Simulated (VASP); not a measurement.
A run of VASP 6.6.1:

Contents of INCAR:

```
ALGO     = Normal         # electronic algorithm
EDIFF    = 1E-7           # SCF threshold, eV
EDIFFG   = -0.005         # ionic threshold
ENCUT    = 600            # plane-wave cutoff, eV
GGA      = PE             # functional
IBRION   = 2              # ionic algorithm
ISIF     = 3              # what is computed and relaxed
ISMEAR   = 0              # smearing method
IVDW     = 12             # dispersion correction
KPAR     = 2            
LASPH    = True           # aspherical terms in the spheres
LCHARG   = False          # write CHGCAR
LREAL    = False          # projectors in reciprocal space
LWAVE    = False          # write WAVECAR
NELM     = 80             # most SCF steps
NSW      = 90             # ionic steps
PREC     = Accurate       # precision mode
SIGMA    = 0.03           # smearing width, eV
```

The input KPOINTS:

```
k-points
0
Gamma
  12 12 3
```

The input POSCAR:

```
WS2                                     
1.0
    3.1550967586      0.0000000000      0.0000000000
   -1.5775483793      2.7323939444      0.0000000000
   -0.0000000000      0.0000000000     12.1413677971
  W               S             
     2     4
Direct
     0.3333333332999970    0.6666666667000030    0.2500000000000000
     0.6666666667000030    0.3333333332999970    0.7500000000000000
     0.3333333332999970    0.6666666667000030    0.6203170826951161
     0.6666666667000030    0.3333333332999970    0.1203170826951162
     0.3333333332999970    0.6666666667000030    0.8796829173048839
     0.6666666667000030    0.3333333332999970    0.3796829173048837
```

Potentials or basis: VASP PAW PBE potentials, release 64 (W_sv, S).

Command:

```bash
$ cat potpaw_PBE.64/W_sv/POTCAR potpaw_PBE.64/S/POTCAR > POTCAR
$ mpirun -np 2 vasp_std > vasp.out
```

Hardware: 2 MPI ranks on Intel(R) Xeon(R) 6975P-C (Granite Rapids), with other jobs on the host.

Estimate the wall time of this run.

It took 2.3 min on 2 MPI ranks on Intel(R) Xeon(R) 6975P-C (Granite Rapids) (shared host), peak memory 0.33 GiB a rank. Counts: scf iterations 43, k points 38, ion steps 6.
